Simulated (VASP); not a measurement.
The system is Pt.

```xyz
1
Lattice="-1.5842 1.5842 1.5842 1.5842 -1.5842 1.5842 1.5842 1.5842 -1.5842" Properties=species:S:1:pos:R:3 pbc="T T T"
Pt    0.0000    0.0000    0.0000
```

This isn't the form of Pt at room conditions, which is fcc.

| Item | Value |
| --- | --- |
| Program | VASP 6.6.1 |
| Task | single point |
| Functional | PBEsol |
| Potentials or basis | VASP PAW PBE potentials, release 64 (Pt) |
| Cutoff | 520 eV |
| k mesh | 12 × 12 × 12 |
| Occupations | fermi-dirac, width 0.05 eV |
| Spin | no spin polarisation |

On this cell: pressure -11.6 GPa; band gap on the k mesh none (metal or under the smearing width).

The same run follows on a disturbed copy (cell strained at random at fixed volume):

```
CELL_PARAMETERS angstrom
-1.51792 1.61257 1.57266
1.58438 -1.59122 1.61776
1.52358 1.59687 -1.55131
ATOMIC_POSITIONS crystal
Pt 0.98769 0.99114 0.98751
```

Task: What does the disturbed cell give?

Result: The energy (extrapolated to zero smearing) moves by +11.6 meV/atom; pressure -11.1 GPa; band gap on the k mesh none (metal or under the smearing width).

Stress tensor (GPa, compression positive):
```
-12.73  -0.15  -5.71
 -0.15  -9.85  -1.94
 -5.71  -1.94 -10.68
```

Caveats: the PAW data sets were made with another functional, which shifts forces and pressure a little.
